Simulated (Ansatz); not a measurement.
Geometry optimisation in Ansatz: input, command and trajectory.

```yaml
crystal:
  lattice:
    - [3.3657622097, 0.0, 0.0]
    - [-1.6828811048, 2.9148355767, 0.0]
    - [0.0, 0.0, 7.1017071295]
  atoms:
    - { symbol: W, position: [0.0, 0.0, 0.0] }
    - { symbol: Se, position: [0.3333333333, 0.6666666667, 0.2357701862] }
    - { symbol: Se, position: [0.3333333333, 0.6666666667, 0.7642298138] }
basis:
  ecutwfc: 420
kpoints:
  mp_grid: { grid: [12, 12, 4] }
hamiltonian:
  xc: pbe
  dispersion: d3bj
scf:
  occupations: { method: gaussian, width: 0.02 }
output:
  forces: true
  stress: true
  eigenvalues: true
relax:
  adjacent_minimum: "off"
  f_tol: 0.01
  max_steps: 60
  cell: { stress_tol: 0.1 }
```

```bash
ansatz run input.yaml --threads 1 --pin off --max-ram 2560MiB --backend cpu --events-out ev --progress --plain --runs-dir out
```

Method: DFT PBE+D3(BJ), scalar-relativistic, plane waves, PAW in Ansatz 0.2.0.

Of 6 frames 6 are shown, positions in Å and forces in eV/Å; the SCF threshold varies from step to step. Steps run on the plane waves of an earlier cell, with a Pulay correction in the pressure. The basis is chosen afresh for the last frame, the zero of the energies, and at times for earlier ones too; energy and pressure step there, also at an unchanged geometry.

```xyz
3
Lattice="3.3658 0.0000 0.0000 -1.6829 2.9148 0.0000 0.0000 0.0000 7.1017" Properties=species:S:1:pos:R:3:forces:R:3 pbc="T T T" step=1 free_energy_over_end_meV_per_atom=22.36 pressure_GPa=-4.96
W     0.0000    0.0000    0.0000    0.0000    0.0000    0.0000
Se    0.0000    1.9432    1.6744    0.0000    0.0000   -0.3092
Se    0.0000    1.9432    5.4273    0.0000    0.0000    0.3092
3
Lattice="3.2031 0.0000 0.0000 -1.6015 2.7739 0.0000 0.0000 0.0000 7.0596" Properties=species:S:1:pos:R:3:forces:R:3 pbc="T T T" step=2 free_energy_over_end_meV_per_atom=16.42 pressure_GPa=4.34
W     0.0000    0.0000    0.0000    0.0000    0.0000    0.0000
Se    0.0000    1.8493    1.7060    0.0000    0.0000    0.1607
Se    0.0000    1.8493    5.3536    0.0000    0.0000   -0.1607
3
Lattice="3.2851 0.0000 0.0000 -1.6426 2.8450 0.0000 0.0000 0.0000 7.0297" Properties=species:S:1:pos:R:3:forces:R:3 pbc="T T T" step=3 free_energy_over_end_meV_per_atom=0.00 pressure_GPa=-0.58
W     0.0000    0.0000    0.0000    0.0000    0.0000    0.0000
Se    0.0000    1.8967    1.6864    0.0000    0.0000   -0.0521
Se    0.0000    1.8967    5.3433    0.0000    0.0000    0.0521
3
Lattice="3.2793 0.0000 0.0000 -1.6396 2.8399 0.0000 0.0000 0.0000 7.0084" Properties=species:S:1:pos:R:3:forces:R:3 pbc="T T T" step=4 free_energy_over_end_meV_per_atom=-0.22 pressure_GPa=-0.11
W     0.0000    0.0000    0.0000    0.0000    0.0000    0.0000
Se    0.0000    1.8933    1.6862    0.0000    0.0000   -0.0190
Se    0.0000    1.8933    5.3222    0.0000    0.0000    0.0190
3
Lattice="3.2792 0.0000 0.0000 -1.6396 2.8399 0.0000 0.0000 0.0000 7.0068" Properties=species:S:1:pos:R:3:forces:R:3 pbc="T T T" step=5 free_energy_over_end_meV_per_atom=-0.23 pressure_GPa=0.03
W     0.0000    0.0000    0.0000    0.0000    0.0000    0.0000
Se    0.0000    1.8932    1.6847    0.0000    0.0000    0.0084
Se    0.0000    1.8932    5.3220    0.0000    0.0000   -0.0084
3
Lattice="3.2792 0.0000 0.0000 -1.6396 2.8399 0.0000 0.0000 0.0000 7.0068" Properties=species:S:1:pos:R:3:forces:R:3 pbc="T T T" step=6 free_energy_over_end_meV_per_atom=0.00 pressure_GPa=0.03
W     0.0000    0.0000    0.0000    0.0000    0.0000    0.0000
Se    0.0000    1.8932    1.6847    0.0000    0.0000    0.0086
Se    0.0000    1.8932    5.3220    0.0000    0.0000   -0.0086
```

Time: 27 s on 1 thread of Intel(R) Xeon(R) 6975P-C (Granite Rapids), with other jobs on the host, peak memory 0.43 GiB.

Spin–orbit coupling is left out, which can shift energies with elements as heavy as these.